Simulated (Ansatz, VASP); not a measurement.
# CsH: VASP beside Ansatz, part 2 of 2

One calculation is typed for both programs; each brings its own data sets and cutoff. How far apart do they land? The cell is generated by rule, not measured, and may not be a known phase. The cell is taken from a series of VASP runs on this material, whose earlier steps may have relaxed, scaled or displaced it; both programs get it as it stands.

VASP 6.6.1 and Ansatz 0.2.0.

So far. Step 2 (VASP: band structure, PBE): The run ends at a pressure of 1.15 GPa. Step 6 (Ansatz: single point, PBE): The run ends at a pressure of 1.23 GPa.

## (7) VASP: single point, PBE

Level of this step: PBE; plane waves and PAW (Cs_sv, H); invented cell (VASP).

The same cell, functional, mesh and smearing now go to VASP, with its own data sets and cutoff.

The input, INCAR:

```
SYSTEM = CsH
PREC = Accurate
ENCUT = 400
EDIFF = 1E-08
NELM = 100
ISMEAR = 0
SIGMA = 0.02
LREAL = .FALSE.
ALGO = Normal
GGA = PE
NBANDS = 11
LORBIT = 11
LWAVE = .FALSE.
LCHARG = .FALSE.
KPAR = 4
```

The input, POSCAR:

```
CsH
1.0
    0.0000000000      3.3322300000      3.3322300000
    3.3322300000      0.0000000000      3.3322300000
    3.3322300000      3.3322300000      0.0000000000
Cs H
1 1
Direct
    0.0000000000      0.0000000000      0.0000000000
    0.2500000000      0.2500000000      0.2500000000
```

The input, KPOINTS:

```
Automatic mesh
0
Gamma
8 8 8
0 0 0
```

The input, KPOINTS_OPT:

```
points round the band edges
26
Reciprocal
  0.5000000000   0.2500000000   0.7500000000 1
  0.5000000000   0.5000000000   0.0000000000 1
  0.5000000000   0.2457572730   0.7457572730 1
  0.5000000000   0.2542427270   0.7542427270 1
  0.4957572730   0.2500000000   0.7457572730 1
  0.5042427270   0.2500000000   0.7542427270 1
  0.4957572730   0.2457572730   0.7500000000 1
  0.5042427270   0.2542427270   0.7500000000 1
  0.5000000000   0.2340897737   0.7340897737 1
  0.5000000000   0.2659102263   0.7659102263 1
  0.4840897737   0.2500000000   0.7340897737 1
  0.5159102263   0.2500000000   0.7659102263 1
  0.4840897737   0.2340897737   0.7500000000 1
  0.5159102263   0.2659102263   0.7500000000 1
  0.5000000000   0.4957572730  -0.0042427270 1
  0.5000000000   0.5042427270   0.0042427270 1
  0.4957572730   0.5000000000  -0.0042427270 1
  0.5042427270   0.5000000000   0.0042427270 1
  0.4957572730   0.4957572730  -0.0000000000 1
  0.5042427270   0.5042427270   0.0000000000 1
  0.5000000000   0.4840897737  -0.0159102263 1
  0.5000000000   0.5159102263   0.0159102263 1
  0.4840897737   0.5000000000  -0.0159102263 1
  0.5159102263   0.5000000000   0.0159102263 1
  0.4840897737   0.4840897737  -0.0000000000 1
  0.5159102263   0.5159102263   0.0000000000 1
```

Potentials, in the order of the species: Cs_sv and H (PBE family, release 64).

Launch:

```
> mpirun -np 4 vasp_std
```

Numbers of over 12 decimals in the logs are rounded to 6 here.

The log of the run:

```text
[... set-up lines as in an earlier step ...]
 entering main loop
       N       E                     dE             d eps       ncg     rms          rms(c)
DAV:   1     0.409217428649E+02    0.40922E+02   -0.33698E+03   638   0.592E+02
DAV:   2    -0.170997024196E+01   -0.42632E+02   -0.40439E+02   785   0.107E+02
DAV:   3    -0.537772656012E+01   -0.36678E+01   -0.36638E+01   777   0.356E+01
DAV:   4    -0.541103881366E+01   -0.33312E-01   -0.33310E-01   758   0.394E+00
[...]
DAV:  15    -0.439927244056E+01    0.65985E-07   -0.57832E-08   741   0.104E-03    0.187E-04
DAV:  16    -0.439927245332E+01   -0.12759E-07   -0.82469E-09   738   0.432E-04    0.110E-04
DAV:  17    -0.439927245262E+01    0.69440E-09   -0.54682E-10   384   0.132E-04
   1 F= -.43992725E+01 E0= -.43992725E+01  d E =-.233018E-29
 Start KPOINTS_OPT (optional k-point list driver)
k-point batch [1-26\26]
       N       E                     dE             ncg
DAV:   1    -0.116609992203E+04   -0.83538E+04      572
DAV:   2    -0.221842978732E+04   -0.10523E+04      769
DAV:   3    -0.229103575041E+04   -0.72606E+02      689
DAV:   4    -0.229166110087E+04   -0.62535E+00      825
DAV:   5    -0.229166368135E+04   -0.25805E-02      823
DAV:   6    -0.229166369301E+04   -0.11660E-04      889
DAV:   7    -0.229166369303E+04   -0.15509E-07      798
DAV:   8    -0.229166369303E+04    0.55115E-09      877
```

OUTCAR, selected parts (step 7):

```text
  Total        0.5325418      0.5325418      0.5325418     -0.0000000      0.0000000     -0.0000000
  in kB       11.5300009     11.5300009     11.5300009     -0.0000000      0.0000000     -0.0000000
  external PRESSURE =      11.5300009 kB  Pullay stress =       0.0000000 kB

 POSITION                                       TOTAL-FORCE (eV/Angst)
 -----------------------------------------------------------------------------------
      0.00000      0.00000      0.00000         0.000000      0.000000      0.000000
      1.66612      1.66612      1.66612        -0.000000     -0.000000     -0.000000
 -----------------------------------------------------------------------------------
    total drift:                                0.000000      0.000000      0.000000

  FREE ENERGIE OF THE ION-ELECTRON SYSTEM (eV)
  ---------------------------------------------------
  free  energy   TOTEN  =        -4.3992724526 eV

  energy  without entropy=       -4.3992724526  energy(sigma->0) =       -4.39927245

[... 1 part as in an earlier step ...]

[... 2 further parts left out ...]
[key lines of the parts left out:]
E-fermi :  -0.3817
```

The run ends at a pressure of 1.15 GPa.

## (8) Differences

Compared:

```csv
quantity,Ansatz,VASP,difference
pressure (GPa),1.23,1.15,+0.08
gap on the k mesh (eV),2.749,2.744,+0.005
```

A gap on the mesh is an upper bound, since the band edges may lie between its points. Ansatz's pressure holds a Pulay correction of 0.02 GPa; VASP's holds none.

## (9) Other set-ups

Further runs change the set-up of one program: Ansatz's method, potentials or start, or VASP's data sets, cutoff or form of LDA. The table gives Ansatz less VASP for each quantity, since a change that brings one quantity closer may part another.

```csv
run,pressure (GPa),gap on the k mesh (eV)
as above,0.078,0.0053
Ansatz's all-electron LAPW method,0.077,0.0052
```

## (10) VASP: band structure, PBE, spin-orbit coupling

Levels along a path test the potential and the projectors away from the mesh points.

The input, INCAR:

```
SYSTEM = CsH
PREC = Accurate
ENCUT = 400
EDIFF = 1E-06
NELM = 100
ISMEAR = 0
SIGMA = 0.02
LREAL = .FALSE.
ALGO = Normal
GGA = PE
LNONCOLLINEAR = .TRUE.
MAGMOM = 0 0 0 0 0 0
NBANDS = 22
GGA_COMPAT = .FALSE.
LASPH = .TRUE.
LSORBIT = .TRUE.
LORBIT = 11
LWAVE = .FALSE.
LCHARG = .FALSE.
KPAR = 4
ISIF = 2
```

POSCAR is that of step 7.

KPOINTS is that of step 7.

The input, KPOINTS_OPT:

```
Line mode
16
Line-mode
Reciprocal
  0.00000000   0.00000000   0.00000000 GAMMA
  0.50000000   0.00000000   0.50000000 X

  0.50000000   0.00000000   0.50000000 X
  0.50000000   0.25000000   0.75000000 W

  0.50000000   0.25000000   0.75000000 W
  0.37500000   0.37500000   0.75000000 K

  0.37500000   0.37500000   0.75000000 K
  0.00000000   0.00000000   0.00000000 GAMMA

  0.00000000   0.00000000   0.00000000 GAMMA
  0.50000000   0.50000000   0.50000000 L

  0.50000000   0.50000000   0.50000000 L
  0.62500000   0.25000000   0.62500000 U

  0.62500000   0.25000000   0.62500000 U
  0.50000000   0.25000000   0.75000000 W

  0.50000000   0.25000000   0.75000000 W
  0.50000000   0.50000000   0.50000000 L

  0.50000000   0.50000000   0.50000000 L
  0.37500000   0.37500000   0.75000000 K

  0.62500000   0.25000000   0.62500000 U
  0.50000000   0.00000000   0.50000000 X
```

Launch:

```
> mpirun -np 4 vasp_ncl
```

The log of the run:

```text
[... set-up lines as in an earlier step ...]
 entering main loop
       N       E                     dE             d eps       ncg     rms          rms(c)
DAV:   1     0.505187028719E+02    0.50519E+02   -0.32455E+03  1892   0.598E+02
DAV:   2    -0.136465031674E+00   -0.50655E+02   -0.48385E+02  2422   0.121E+02
DAV:   3    -0.551178620563E+01   -0.53753E+01   -0.53581E+01  2390   0.439E+01
DAV:   4    -0.557481119664E+01   -0.63025E-01   -0.63015E-01  2254   0.552E+00
[...]
DAV:  13    -0.456271607985E+01    0.30404E-04   -0.10786E-04  2232   0.396E-02    0.736E-03
DAV:  14    -0.456271519539E+01    0.88446E-06   -0.13678E-05  2154   0.141E-02    0.158E-03
DAV:  15    -0.456271569533E+01   -0.49994E-06   -0.34290E-07  1812   0.332E-03
   1 F= -.45627157E+01 E0= -.45627157E+01  d E =-.599704E-15  mag=    -0.0000    -0.0000    -0.0000
 Start KPOINTS_OPT (optional k-point list driver)
k-point batch [1-43\160]
       N       E                     dE             ncg
DAV:   1    -0.175874763666E+04   -0.10806E+05     1892
DAV:   2    -0.387352005869E+04   -0.21148E+04     2580
DAV:   3    -0.409145320028E+04   -0.21793E+03     2368
DAV:   4    -0.409406651750E+04   -0.26133E+01     2516
DAV:   5    -0.409408335589E+04   -0.16838E-01     2228
DAV:   6    -0.409408350981E+04   -0.15393E-03     2578
DAV:   7    -0.409408351130E+04   -0.14840E-05     2060
DAV:   8    -0.409408351140E+04   -0.10094E-06     1762
[...]
k-point batch [130-160\160]
       N       E                     dE             ncg
DAV:   1     0.144283556945E+04   -0.90959E+04     1364
DAV:   2    -0.348714245889E+02   -0.14777E+04     1860
DAV:   3    -0.184558754479E+03   -0.14969E+03     1728
DAV:   4    -0.186320624762E+03   -0.17619E+01     1900
DAV:   5    -0.186332392076E+03   -0.11767E-01     1780
DAV:   6    -0.186332499188E+03   -0.10711E-03     1890
DAV:   7    -0.186332500282E+03   -0.10936E-05     1610
DAV:   8    -0.186332500365E+03   -0.83818E-07     1398
```

Parts of OUTCAR (step 10):

```text
  Total        0.5270818      0.5270818      0.5270818      0.0000000      0.0000000      0.0000000
  in kB       11.4117881     11.4117881     11.4117881      0.0000000      0.0000000      0.0000000
  external PRESSURE =      11.4117881 kB  Pullay stress =       0.0000000 kB

 POSITION                                       TOTAL-FORCE (eV/Angst)
 -----------------------------------------------------------------------------------
      0.00000      0.00000      0.00000        -0.000000      0.000000      0.000000
      1.66612      1.66612      1.66612         0.000000     -0.000000     -0.000000
 -----------------------------------------------------------------------------------
    total drift:                                0.000000      0.000000      0.000000

  FREE ENERGIE OF THE ION-ELECTRON SYSTEM (eV)
  ---------------------------------------------------
  free  energy   TOTEN  =        -4.5627156953 eV

  energy  without entropy=       -4.5627156953  energy(sigma->0) =       -4.56271570

 magnetization (x)
# of ion       s       p       d       tot
------------------------------------------
    1       -0.000   0.000  -0.000  -0.000
    2        0.000   0.000   0.000   0.000
--------------------------------------------------
tot         -0.000   0.000  -0.000  -0.000

 magnetization (y)
# of ion       s       p       d       tot
------------------------------------------
    1       -0.000   0.000   0.000   0.000
    2        0.000   0.000   0.000   0.000
--------------------------------------------------
tot         -0.000   0.000   0.000   0.000

 magnetization (z)
# of ion       s       p       d       tot
------------------------------------------
    1       -0.000  -0.000  -0.000  -0.000
    2       -0.000   0.000   0.000  -0.000
--------------------------------------------------
tot         -0.000  -0.000  -0.000  -0.000

[... 1 part as in an earlier step ...]

[... 2 further parts left out ...]
[key lines of the parts left out:]
E-fermi :  -0.3695
```

The run ends at a pressure of 1.14 GPa.

## (11) Ansatz: band structure, PBE, spin-orbit coupling

The same cell, functional, mesh and smearing now go to Ansatz, which takes its cutoff from its data sets.

The cell is taken from a series of VASP runs on this material, whose earlier steps may have relaxed, scaled or displaced it; both programs get it as it stands.

The input, input.yaml:

```yaml
crystal:
  lattice:
    - [0.0, 3.33223, 3.33223]
    - [3.33223, 0.0, 3.33223]
    - [3.33223, 3.33223, 0.0]
  atoms:
    - { symbol: Cs, position: [0.0, 0.0, 0.0] }
    - { symbol: H, position: [0.25, 0.25, 0.25] }
hamiltonian:
  xc: pbe
  pseudopotentials: { kind: paw_fr }
magnetization:
  noncollinear: true
  spin_orbit: true
kpoints:
  mp_grid: { grid: [8, 8, 8] }
  band_path:
    path:
      - [0.0, 0.0, 0.0]
      - [0.16667, 0.0, 0.16667]
      - [0.33333, 0.0, 0.33333]
      - [0.5, 0.0, 0.5]
      - [0.5, 0.08333, 0.58333]
      - [0.5, 0.18333, 0.68333]
      - [0.5, 0.25, 0.75]
      - [0.45, 0.3, 0.75]
      - [0.40833, 0.34167, 0.75]
      - [0.35, 0.35, 0.7]
      - [0.225, 0.225, 0.45]
      - [0.075, 0.075, 0.15]
      - [0.03333, 0.03333, 0.03333]
      - [0.23333, 0.23333, 0.23333]
      - [0.4, 0.4, 0.4]
      - [0.51667, 0.46667, 0.51667]
      - [0.55833, 0.38333, 0.55833]
      - [0.60833, 0.28333, 0.60833]
      - [0.60833, 0.25, 0.64167]
      - [0.55833, 0.25, 0.69167]
      - [0.51667, 0.25, 0.73333]
      - [0.5, 0.3, 0.7]
      - [0.5, 0.38333, 0.61667]
      - [0.5, 0.48333, 0.51667]
      - [0.475, 0.475, 0.55]
      - [0.425, 0.425, 0.65]
      - [0.38333, 0.38333, 0.73333]
      - [0.59167, 0.18333, 0.59167]
      - [0.55, 0.1, 0.55]
      - [0.5, 0.0, 0.5]
    npoints: 1
scf:
  occupations: { method: gaussian, width: 0.02 }
  n_extra_bands: 14
output:
  forces: true
  stress: true
  eigenvalues: true
```

Launch:

```
> ansatz run input.yaml --threads 2 --pin off --max-ram 4608MiB --backend cpu --events-out ev --progress --plain --runs-dir out
```

The log of the run:

```text
[...]
non-collinear run that drives no moment, with spin-orbit: no starting moment large enough to seed its density (crystal.atoms[].spin), no starting occupations that ask for one, no magnetisation constraint and no magnetic field, so the semilocal B_xc is pinned to zero
Crystal: 2 atoms, lattice volume = 74.001 Å³
[...]
k-point 0: bands = [... 6 lower, -4.8289, -4.8289, 1.0219, 1.0219, 6.6006, 6.6006, 7.4111, 7.4111, ... 10 higher]
  k-point 1: bands = [... 6 lower, -4.8409, -4.8409, 1.1962, 1.1962, 6.0340, 6.0340, 7.5165, 7.5216, ... 10 higher]
  k-point 2: bands = [... 6 lower, -4.8693, -4.8693, 1.5566, 1.5566, 5.6914, 5.6914, 7.5848, 7.5921, ... 10 higher]
  k-point 28: bands = [... 6 lower, -5.1488, -5.1146, 2.1845, 2.3188, 5.7594, 5.7635, 6.5834, 6.6955, ... 10 higher]
[key lines of the parts left out:]
SCF converged after 7 iterations
Magnetization: |M| = 0.0000 μB,  M = (+0.0000, +0.0000, +0.0000) μB
Free energy (F): -5691.062552 eV
Fermi energy:    3.659893 eV
P = ⅓ Tr σ = 1.2250 GPa (12.250 kbar)
```

Wall time 15 s (2 threads of Arm Neoverse N1, shared host); peak memory 0.47 GiB; 30 s of CPU time.

## (12) Comparison

What differs besides the data sets and the points named for the pairs above, as far as they apply: spin-orbit coupling enters by fully relativistic files in Ansatz and inside the spheres in VASP. Total energies have different zeros and are not compared.

Both answers:

| quantity | Ansatz | VASP | difference |
| --- | --- | --- | --- |
| pressure (GPa) | 1.22 | 1.14 | +0.08 |
| gap over the path points (eV) | 2.682 | 2.676 | +0.006 |

Levels at points of the path, from each program's valence-band top (eV; 8 filled, then empty):

```csv
k (reciprocal lattice),Ansatz,VASP
0.000 0.000 0.000,-8.82 -8.82 -7.15 -7.15 -7.15 -7.15 -1.30 -1.30 4.28 4.28 5.09 5.09 5.09 5.09,-8.77 -8.77 -7.16 -7.16 -7.16 -7.16 -1.29 -1.29 4.36 4.36 5.09 5.09 5.09 5.09
0.167 0.000 0.167,-8.89 -8.89 -7.30 -7.30 -7.20 -7.20 -0.91 -0.91 3.33 3.33 5.43 5.43 5.49 5.49,-8.84 -8.84 -7.31 -7.31 -7.22 -7.22 -0.91 -0.91 3.35 3.35 5.43 5.43 5.50 5.50
0.333 0.000 0.333,-9.03 -9.03 -7.55 -7.55 -7.31 -7.31 -0.32 -0.32 2.84 2.84 4.51 4.51 6.46 6.46,-8.98 -8.98 -7.56 -7.56 -7.33 -7.33 -0.32 -0.32 2.84 2.84 4.52 4.52 6.50 6.50
0.500 0.000 0.500,-9.10 -9.10 -7.65 -7.65 -7.37 -7.37 -0.16 -0.16 2.68 2.68 4.47 4.47 7.88 7.88,-9.05 -9.05 -7.66 -7.66 -7.38 -7.38 -0.16 -0.16 2.68 2.68 4.49 4.49 8.02 8.02
0.500 0.083 0.583,-9.11 -9.09 -7.66 -7.62 -7.38 -7.38 -0.17 -0.10 2.82 2.82 4.41 4.46 6.92 6.93,-9.06 -9.04 -7.68 -7.64 -7.40 -7.40 -0.17 -0.10 2.82 2.82 4.42 4.47 6.98 6.99
0.500 0.183 0.683,-9.12 -9.07 -7.66 -7.57 -7.44 -7.42 -0.14 -0.02 3.26 3.26 4.29 4.40 5.67 5.67,-9.07 -9.02 -7.68 -7.59 -7.46 -7.44 -0.14 -0.02 3.26 3.26 4.30 4.40 5.71 5.71
0.500 0.250 0.750,-9.12 -9.07 -7.66 -7.55 -7.47 -7.43 -0.13 0.00 3.44 3.44 4.26 4.38 5.33 5.33,-9.07 -9.02 -7.68 -7.56 -7.48 -7.45 -0.13 0.00 3.44 3.44 4.27 4.38 5.36 5.36
0.450 0.300 0.750,-9.11 -9.07 -7.67 -7.56 -7.45 -7.42 -0.15 -0.02 3.37 3.37 4.24 4.35 5.61 5.62,-9.06 -9.02 -7.68 -7.58 -7.46 -7.43 -0.14 -0.02 3.36 3.37 4.25 4.35 5.64 5.66
0.408 0.342 0.750,-9.11 -9.07 -7.67 -7.58 -7.42 -7.40 -0.17 -0.05 3.27 3.28 4.25 4.37 6.09 6.11,-9.06 -9.02 -7.68 -7.59 -7.44 -7.41 -0.16 -0.05 3.27 3.28 4.25 4.37 6.13 6.15
0.350 0.350 0.700,-9.11 -9.06 -7.67 -7.57 -7.41 -7.38 -0.18 -0.07 3.43 3.45 4.15 4.29 6.19 6.20,-9.06 -9.01 -7.68 -7.58 -7.43 -7.40 -0.18 -0.07 3.43 3.45 4.16 4.29 6.21 6.22
```

Among the levels compared at these points, filled levels agree within 53 meV and empty ones within 143 meV. Ansatz's pressure holds a Pulay correction of 0.02 GPa; VASP's holds none.

## (13) Further runs

Further runs change the set-up of one program: Ansatz's method, potentials or start, or VASP's data sets, cutoff or form of LDA. The table gives Ansatz less VASP for each quantity, since a change that brings one quantity closer may part another.

```csv
run,pressure (GPa),gap over the path points (eV)
as above,0.084,0.0061
Ansatz's all-electron LAPW method,0.083,0.0060
```

## (14) Results

| Item | Value |
| --- | --- |
| difference in gap over the path points (band structure, PBE) | 0.0053 eV |
| difference in gap on the k mesh (single point, PBE) | 0.0053 eV |
| difference in gap over the path points (band structure, PBE, spin-orbit coupling) | 0.0061 eV |

In words: The difference in gap over the path points is 0.0061 eV (band structure, PBE, spin-orbit coupling), within the 0.08 eV picked in this series as the mark of a large difference. For band structure, PBE, no further run moves any of the tabulated differences by more than a quarter of its size. For single point, PBE, no further run moves any of the tabulated differences by more than a quarter of its size. For band structure, PBE, spin-orbit coupling, no further run moves any of the tabulated differences by more than a quarter of its size. 3 further runs of this series are not shown here. Such differences can come from data sets, numerical settings and the points named under the comparisons, not from the functional's error against experiment.

[Lines on the potential files, build, host, timing and source positions are cut from VASP's logs without a mark.]

[Logs are printed without paths, hosts, clocks, repeated set-up lines and the standing remarks that a program may print on its own settings, such as how far it seeks lower states.]

[Hosts, paths, dates, database ids (printed as entryN), source tags and the programs' standing remarks are cut or masked in the printed files.]
